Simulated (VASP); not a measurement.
# CdS in VASP: one cell, several levels of theory, part 3 of 3

VASP 6.6.1, plane waves, PAW. The steps go on from the part before.

**4. Single point with PBEsol**

INCAR reads:

```
ENCUT = 520.000000
SIGMA = 0.010000
EDIFF = 1.00e-07
GGA = PS
PREC = Accurate
IBRION = -1
ISIF = 2
ISMEAR = 0
NBANDS = 26
NELM = 120
NSW = 0
LASPH = .TRUE.
LCHARG = .FALSE.
LWAVE = .FALSE.
LREAL = .FALSE.
```

KPOINTS reads:

```
KPOINTS created by Atomic Simulation Environment
0
Gamma
12 12 4
0 0 0
```

KPOINTS_OPT reads:

```
special points
6
Reciprocal
0.0000000000 0.0000000000 0.0000000000 1
0.5000000000 0.0000000000 0.0000000000 1
0.3333333333 0.3333333333 0.0000000000 1
0.0000000000 0.0000000000 0.5000000000 1
0.5000000000 0.0000000000 0.5000000000 1
0.3333333333 0.3333333333 0.5000000000 1
```

POSCAR reads:

```
Cd S
 1.0000000000000000
     4.1646012904023975    0.0000000000000000    0.0000000000000000
    -2.0823006452011987    3.6066505141219301   -0.0000000000000000
     0.0000000000000000   -0.0000000000000000    6.7660104564743984
 Cd  S
   2   2
Cartesian
  0.0000000000000000  2.4044336760812866 -0.0065164628796503
  2.0823006452011987  1.2022168380406433  3.3764887653575490
  0.0000000000000000  2.4044336760812866  2.5437703840575496
  2.0823006452011987  1.2022168380406433  5.9267756122947475
```

The run uses the recommended PBE PAW datasets (36 valence electrons a neutral cell).

Run with:

```bash
$ mpirun -np 1 vasp_std
```

Printed to the terminal (iteration lines stand in OSZICAR):

```text
POSCAR found type information on POSCAR CdS
 POSCAR found :  2 types and       4 ions
 -----------------------------------------------------------------------------
|                                                                             |
|                                                                             |
|     You enforced a specific xc type in the INCAR file but a different       |
|     I HOPE YOU KNOW WHAT YOU ARE DOING!                                     |
|                                                                             |
 -----------------------------------------------------------------------------

 LDA part: xc-table for (Slater+PW92), standard interpolation
 POSCAR, INCAR and KPOINTS ok, starting setup
 FFT: planning ... GRIDC
 FFT: planning ... GRID_SOFT
 FFT: planning ... GRID
 WAVECAR not read
 entering main loop
 Start KPOINTS_OPT (optional k-point list driver)
k-point batch [1-6\6]
```

OSZICAR:

```text
N       E                     dE             d eps       ncg     rms          rms(c)
DAV:   1     0.243721495589E+03    0.24372E+03   -0.17464E+04  2964   0.127E+03
DAV:   2    -0.962781127414E+00   -0.24468E+03   -0.23574E+03  3238   0.316E+02
DAV:   3    -0.144812127144E+02   -0.13518E+02   -0.13433E+02  3556   0.741E+01
DAV:   4    -0.146224992972E+02   -0.14129E+00   -0.14116E+00  3324   0.730E+00
DAV:   5    -0.146246203311E+02   -0.21210E-02   -0.21209E-02  3566   0.895E-01    0.104E+01
DAV:   6    -0.136549245924E+02    0.96970E+00   -0.18227E+00  3954   0.148E+01    0.830E+00
DAV:   7    -0.136328584154E+02    0.22066E-01   -0.61101E-01  3088   0.424E+00    0.378E+00
DAV:   8    -0.136269991000E+02    0.58593E-02   -0.80045E-02  3166   0.282E+00    0.466E-01
DAV:   9    -0.136253542966E+02    0.16448E-02   -0.13976E-02  3312   0.146E+00    0.135E-01
DAV:  10    -0.136254038030E+02   -0.49506E-04   -0.10770E-03  3222   0.334E-01    0.942E-02
DAV:  11    -0.136254625521E+02   -0.58749E-04   -0.14296E-04  3360   0.757E-02    0.711E-02
DAV:  12    -0.136255052627E+02   -0.42711E-04   -0.83828E-05  3034   0.429E-02    0.385E-02
DAV:  13    -0.136255017065E+02    0.35561E-05   -0.11557E-05  3494   0.337E-02    0.636E-03
DAV:  14    -0.136255025623E+02   -0.85579E-06   -0.14724E-06  3070   0.119E-02    0.180E-03
DAV:  15    -0.136255025638E+02   -0.14447E-08   -0.17161E-07  2964   0.222E-03
   1 F= -.13625503E+02 E0= -.13625503E+02  d E =-.112752E-24
       N       E                     dE             ncg
DAV:   1     0.357917801951E+04   -0.45306E+04      312
DAV:   2     0.212318089902E+04   -0.14560E+04      342
DAV:   3     0.204533850076E+04   -0.77842E+02      382
DAV:   4     0.204458393013E+04   -0.75457E+00      348
DAV:   5     0.204457311927E+04   -0.10811E-01      378
DAV:   6     0.204457287471E+04   -0.24456E-03      358
DAV:   7     0.204457286777E+04   -0.69327E-05      378
DAV:   8     0.204457286756E+04   -0.21194E-06      350
DAV:   9     0.204457286756E+04   -0.72341E-08      238
```

OUTCAR, selected sections:

```text
k-points           NKPTS =     57   k-points in BZ     NKDIM =     57   number of bands    NBANDS=     26

   NELECT =      36.0000    total number of electrons

   dimension x,y,z NGX =    32 NGY =   32 NGZ =   50
   dimension x,y,z NGXF=    64 NGYF=   64 NGZF=  100

  energy-cutoff  :      520.00
  volume of cell :      101.63
      direct lattice vectors                 reciprocal lattice vectors
     4.164601290  0.000000000  0.000000000     0.240119025  0.138632784  0.000000000
    -2.082300645  3.606650514  0.000000000     0.000000000  0.277265567  0.000000000
     0.000000000  0.000000000  6.766010456     0.000000000  0.000000000  0.147797584

 k-points in reciprocal lattice and weights: KPOINTS created by Atomic Simulation Env
   0.00000000  0.00000000  0.00000000       0.002
   0.08333333  0.00000000  0.00000000       0.010
   0.16666667  0.00000000  0.00000000       0.010
   0.25000000 -0.00000000  0.00000000       0.010
   0.33333333  0.00000000  0.00000000       0.010
   0.41666667  0.00000000  0.00000000       0.010
   0.50000000 -0.00000000  0.00000000       0.005
   0.08333333  0.08333333  0.00000000       0.010
[... 49 more k-points ...]

 E-fermi :   1.0746

 k-point     1 :       0.0000    0.0000    0.0000
  band No.  band energies     occupation
      1     -11.2346      2.00000
      2     -10.8111      2.00000
      3      -6.6136      2.00000
      4      -6.6085      2.00000
      5      -6.6085      2.00000
      6      -6.5284      2.00000
      7      -6.5284      2.00000
      8      -6.2104      2.00000
      9      -6.2104      2.00000
     10      -6.1218      2.00000
     11      -6.1218      2.00000
     12      -5.7934      2.00000
     13      -3.3072      2.00000
     14       0.2642      2.00000
     15       0.2642      2.00000
     16       0.9685      2.00000
     17       1.0063      2.00000
     18       1.0063      2.00000
     19       2.0435      0.00000
     20       3.6450      0.00000
     21       7.3836      0.00000
     22       7.3836      0.00000
     23       7.7053      0.00000
     24       8.4853      0.00000
     25       8.4853      0.00000
     26       8.5178      0.00000

 k-point     2 :       0.0833    0.0000    0.0000
  band No.  band energies     occupation
      1     -11.2100      2.00000
      2     -10.8001      2.00000
      3      -6.6081      2.00000
      4      -6.5984      2.00000
      5      -6.5887      2.00000
      6      -6.5175      2.00000
      7      -6.5146      2.00000
      8      -6.2157      2.00000
      9      -6.2107      2.00000
     10      -6.1329      2.00000
     11      -6.1196      2.00000
     12      -5.7766      2.00000
     13      -3.2592      2.00000
     14      -0.0377      2.00000
     15       0.1763      2.00000
     16       0.5288      2.00000
     17       0.9202      2.00000
     18       0.9572      2.00000
     19       2.5081      0.00000
     20       3.9387      0.00000
     21       7.1167      0.00000
     22       7.4940      0.00000
     23       7.8188      0.00000
     24       8.2747      0.00000
     25       8.4660      0.00000
     26       8.6356      0.00000

 k-point     3 :       0.1667    0.0000    0.0000
  band No.  band energies     occupation
      1     -11.1418      2.00000
      2     -10.7712      2.00000
      3      -6.5844      2.00000
      4      -6.5723      2.00000
      5      -6.5381      2.00000
      6      -6.4824      2.00000
      7      -6.4764      2.00000
      8      -6.2302      2.00000
      9      -6.2086      2.00000
     10      -6.1570      2.00000
     11      -6.1140      2.00000
     12      -5.7332      2.00000
     13      -3.1268      2.00000
     14      -0.7079      2.00000
     15      -0.2191      2.00000
     16      -0.0484      2.00000
     17       0.7708      2.00000
     18       0.8205      2.00000
     19       3.2160      0.00000
     20       4.5192      0.00000
     21       6.6595      0.00000
     22       7.7087      0.00000
     23       7.7523      0.00000
     24       8.2274      0.00000
     25       8.3999      0.00000
     26       9.0516      0.00000

 k-point     4 :       0.2500   -0.0000    0.0000
  band No.  band energies     occupation
      1     -11.0447      2.00000
      2     -10.7349      2.00000
      3      -6.5552      2.00000
      4      -6.5413      2.00000
      5      -6.4621      2.00000
      6      -6.4240      2.00000
      7      -6.4111      2.00000
      8      -6.2480      2.00000
      9      -6.1978      2.00000
     10      -6.1763      2.00000
     11      -6.1062      2.00000
     12      -5.6762      2.00000
     13      -2.9589      2.00000
     14      -1.4133      2.00000
     15      -0.9453      2.00000
     16      -0.3291      2.00000
     17       0.5234      2.00000
     18       0.6330      2.00000
     19       3.8482      0.00000
     20       4.8808      0.00000
     21       6.4019      0.00000
     22       7.2940      0.00000
     23       7.9635      0.00000
     24       8.3184      0.00000
     25       8.8732      0.00000
     26       9.3744      0.00000

 k-point     5 :       0.3333    0.0000    0.0000
  band No.  band energies     occupation
      1     -10.9410      2.00000
      2     -10.7047      2.00000
      3      -6.5326      2.00000
      4      -6.5169      2.00000
      5      -6.3979      2.00000
      6      -6.3723      2.00000
      7      -6.3062      2.00000
      8      -6.2577      2.00000
      9      -6.1762      2.00000
     10      -6.1511      2.00000
     11      -6.0972      2.00000
     12      -5.6265      2.00000
     13      -2.8929      2.00000
     14      -1.9327      2.00000
     15      -1.5139      2.00000
     16      -0.5888      2.00000
     17       0.2026      2.00000
     18       0.4479      2.00000
     19       4.2987      0.00000
     20       4.8800      0.00000
     21       6.2671      0.00000
     22       7.0884      0.00000
     23       8.0079      0.00000
     24       8.6628      0.00000
     25       9.1973      0.00000
     26       9.6885      0.00000

 k-point     6 :       0.4167    0.0000    0.0000
  band No.  band energies     occupation
      1     -10.8569      2.00000
      2     -10.6907      2.00000
      3      -6.5209      2.00000
      4      -6.5038      2.00000
      5      -6.3498      2.00000
      6      -6.3359      2.00000
      7      -6.2913      2.00000
      8      -6.2501      2.00000
      9      -6.1527      2.00000
     10      -6.0890      2.00000
     11      -5.9895      2.00000
     12      -5.6324      2.00000
     13      -3.0142      2.00000
     14      -2.3094      2.00000
     15      -1.6509      2.00000
     16      -0.7694      2.00000
     17      -0.1150      2.00000
     18       0.3144      2.00000
     19       4.5270      0.00000
     20       4.7960      0.00000
     21       6.0847      0.00000
     22       7.1669      0.00000
     23       7.9708      0.00000
     24       8.8746      0.00000
     25       9.3182      0.00000
     26      10.4561      0.00000

 k-point     7 :       0.5000   -0.0000    0.0000
  band No.  band energies     occupation
      1     -10.8222      2.00000
      2     -10.6895      2.00000
      3      -6.5178      2.00000
      4      -6.5000      2.00000
      5      -6.3230      2.00000
      6      -6.3210      2.00000
      7      -6.3066      2.00000
      8      -6.2486      2.00000
      9      -6.1423      2.00000
     10      -6.0855      2.00000
     11      -5.8385      2.00000
     12      -5.7027      2.00000
     13      -3.0846      2.00000
     14      -2.4913      2.00000
     15      -1.5964      2.00000
     16      -0.8339      2.00000
     17      -0.2656      2.00000
     18       0.2660      2.00000
     19       4.5888      0.00000
     20       4.7615      0.00000
     21       6.0011      0.00000
     22       7.2537      0.00000
     23       7.9486      0.00000
     24       8.9623      0.00000
     25       9.2680      0.00000
     26      10.9258      0.00000

 k-point     8 :       0.0833    0.0833    0.0000
  band No.  band energies     occupation
      1     -11.1636      2.00000
      2     -10.7802      2.00000
      3      -6.5914      2.00000
      4      -6.5810      2.00000
      5      -6.5544      2.00000
      6      -6.4973      2.00000
      7      -6.4860      2.00000
      8      -6.2242      2.00000
      9      -6.2114      2.00000
     10      -6.1500      2.00000
     11      -6.1158      2.00000
     12      -5.7467      2.00000
     13      -3.1688      2.00000
     14      -0.4712      2.00000
     15      -0.1512      2.00000
     16       0.1237      2.00000
     17       0.8227      2.00000
     18       0.8386      2.00000
     19       3.0375      0.00000
     20       4.3839      0.00000
     21       6.8039      0.00000
     22       7.4920      0.00000
     23       7.9742      0.00000
     24       8.1057      0.00000
     25       8.4292      0.00000
     26       8.9102      0.00000

[... the tables of k-points 9 to 57 left out ...]

  Total       -0.8086755     -0.8086755     -0.7654156      0.0000000      0.0000000      0.0000000
  in kB      -12.7489590    -12.7489590    -12.0669559      0.0000000      0.0000000      0.0000000
  external PRESSURE =     -12.5216246 kB  Pullay stress =       0.0000000 kB

 POSITION                                       TOTAL-FORCE (eV/Angst)
 -----------------------------------------------------------------------------------
      0.00000      2.40443      6.75949        -0.000000     -0.000000      0.000186
      2.08230      1.20222      3.37649        -0.000000      0.000000      0.000186
      0.00000      2.40443      2.54377         0.000000     -0.000000     -0.000186
      2.08230      1.20222      5.92678        -0.000000      0.000000     -0.000186
 -----------------------------------------------------------------------------------
    total drift:                               -0.000000     -0.000000     -0.001056

  FREE ENERGIE OF THE ION-ELECTRON SYSTEM (eV)
  ---------------------------------------------------
  free  energy   TOTEN  =       -13.6255025638 eV

  energy  without entropy=      -13.6255025638  energy(sigma->0) =      -13.62550256
```

Wall time 56 s (1 MPI rank of Intel Xeon 6975P-C, shared host); peak memory 0.35 GiB.

The levels at the points of KPOINTS_OPT are read from vasprun.xml.

Levels at the named points, in eV from the top of band v (v: the last filled band by count, c: the next):

| point | v−1 | v | c | c+1 |
| --- | --- | --- | --- | --- |
| Γ | 0.00 | 0.00 | 1.04 | 2.64 |
| M | -1.27 | -0.74 | 3.58 | 3.76 |
| K | -1.82 | -1.62 | 4.56 | 4.98 |
| A | -0.38 | -0.38 | 2.70 | 2.70 |
| L | -1.30 | -1.30 | 3.35 | 3.35 |
| H | -1.09 | -1.09 | 4.26 | 4.26 |

Gap with PBEsol: 1.04 eV, direct (Γ). Pressure: -1.25 GPa; the forces vanish within 0.01 eV/Å.

**5. Summary**

What follows sums up all 3 parts.

```
 level  gap (eV)  pressure (GPa)
   PBE      1.18            1.71
   LDA      0.92           -3.29
PBEsol      1.04           -1.25
```

**Reading.** The gap runs from 0.92 eV (LDA) to 1.18 eV (PBE). A measured gap is 2.482 eV (direct; 300 K; a printed reference work, monograph). The misses are: PBE -1.31, LDA -1.57, PBEsol -1.44 eV; PBE comes nearest. So large a miss can be the level of theory's own, or it may mean another phase, state or a wrong row. 3 values of this kind are on record (2.44 to 2.582 eV); this one was drawn at random. The calculation is for fixed nuclei; the measurement holds lattice motion too. At this one volume the pressure spans -3.3 GPa (LDA) to 1.7 GPa (PBE): PBE wants the largest cell and LDA the smallest.
